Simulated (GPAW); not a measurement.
Rh, 1 atom in the cell. Symmetry: Fm-3m, No. 225, cubic system. The conventional cell has a = 3.796 Å, b = 3.796 Å, c = 3.796 Å, α = 90.00°, β = 90.00°, γ = 90.00°. Rh (site symmetry m-3m) is surrounded by 12 Rh at 2.68 Å. 

```yaml
Program: GPAW 26.7.0
Task: single point
Functional: PBE
Potentials_or_basis: GPAW PAW data sets (gpaw-data 1.2.1)
Cutoff: 600 eV
Basis: pw
k_mesh: 12 × 12 × 12
Occupations: gaussian, width 0.023 eV
Spin: no spin polarisation
Maxiter: 150
```

Potentials or basis: GPAW PAW data sets (gpaw-data 1.2.1), pw.

Launch:

```sh
$ OMP_NUM_THREADS=1 python run.py
```

Hardware: 1 thread of Intel(R) Xeon(R) Platinum 8488C (Sapphire Rapids), on a shared host.

Question: Estimate the wall time of this run.

Answer: Run time: 8.7 s on 1 thread of Intel(R) Xeon(R) Platinum 8488C (Sapphire Rapids), with other jobs on the host, peak memory 0.14 GiB. Counts: scf iterations 8, plane waves 471, bands 16, k points 72.
